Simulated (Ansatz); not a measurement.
BAs:

```
B As
1.0
     3.23587    0.00000    0.00000
     0.00000    3.23587    0.00000
     0.00000    0.00000    3.23587
B As
1 1
Direct
  0.00000 0.00000 0.00000
  0.50000 0.50000 0.50000
```

The cell was built by a generator and needn't be a form met in nature.

Base run:

* Program: Ansatz 0.2.0
* Functional: PBEsol
* Potentials or basis: Ansatz PAW
* Cutoff: 420 eV (not typed: the program's choice for these potentials)
* k mesh: 8 × 8 × 8
* Occupations: fermi-dirac, width 0.05 eV
* Spin: no spin polarisation

Its results: band gap on the k mesh none (metal or under the smearing width); pressure -17.7 GPa.

Problem. After a change of settings the same cell gave: band gap on the k mesh none (metal or under the smearing width); pressure -14.8 GPa. Which change was it?
A. functional from PBEsol to revPBE
B. functional from PBEsol to r2SCAN; cutoff from 420 eV (not typed: the program's choice for these potentials) to 500 eV (not typed: the program's choice for these potentials)
C. functional from PBEsol to BLYP
D. functional from PBEsol to RPBE

Solution. B.

Caveats: the PAW data sets come from PBE, with cores solved anew for the run's functional, which leaves a small shift of forces and pressure.

Runs at the PBE level aren't shown here.
